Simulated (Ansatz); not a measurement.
C3H4N2 can be A, `N=C1CC1=N`, or B, `c1cn[nH]c1`.

Calculated with Ansatz (gas phase, PBE0-D4/def2-TZVP geometries, no zero-point term in ΔE). CBS: MP2 limit from def2 TZ/QZ plus the TZ coupled-cluster correction, frozen cores. DFT in def2-TZVPP. Each species was taken in one conformer, which may not be the lowest.

A:

```xyz
9

N    -0.754    0.899   -1.578
C    -0.175    0.293   -0.645
C     1.048   -0.489   -0.303
C    -0.017   -0.204    0.700
N    -0.347   -0.385    1.897
H    -1.641    1.292   -1.256
H     1.139   -1.504   -0.689
H     1.996    0.042   -0.218
H    -1.249    0.056    2.092
```

B:

```xyz
9

C    -0.353    0.324    0.893
C    -0.319   -1.040    0.555
N     0.180   -1.233   -0.656
N     0.465   -0.008   -1.096
C     0.166    0.961   -0.209
H    -0.704    0.779    1.804
H    -0.637   -1.888    1.143
H     0.863    0.101   -2.011
H     0.340    2.004   -0.422
```

Task: Which isomer does CCSD(T)/CBS put lower? Give the gap. (Best estimate.)

Result: Computed: B, by 55.4 kcal/mol.

Task: Give E(B) − E(A) in kcal/mol with r2SCAN-D4, CCSD(T)/def2-TZVPP, BLYP-D4, HF/def2-TZVPP, LDA (SPW92), B2PLYP, PBE-D4. (Estimate.)

Result: Ansatz gave: r2SCAN-D4 -55.1, CCSD(T)/def2-TZVPP -53.9, BLYP-D4 -50.3, HF/def2-TZVPP -51.9, LDA (SPW92) -61.4, B2PLYP -54.9, PBE-D4 -53.1. None reverses the order clearly.

Task: Does the order hold for the free energy at 298.15 K (harmonic terms from PBE0-D4)? (An estimate is asked.)

Result: Ansatz gave: Yes: G(B) − G(A) = -52.0 kcal/mol, for one conformer each.

Largest T1 diagnostic: 0.013.

In def2-TZVPP, CCSD(T) changes the Hartree–Fock value by −2.0 kcal/mol (the triples alone add −0.8 kcal/mol) and MP2 by −8.5 kcal/mol. From r2SCAN to r2SCAN0 (25 % exact exchange), in def2-TZVPP and without D4, E(B) − E(A) moves by −2.0 kcal/mol.
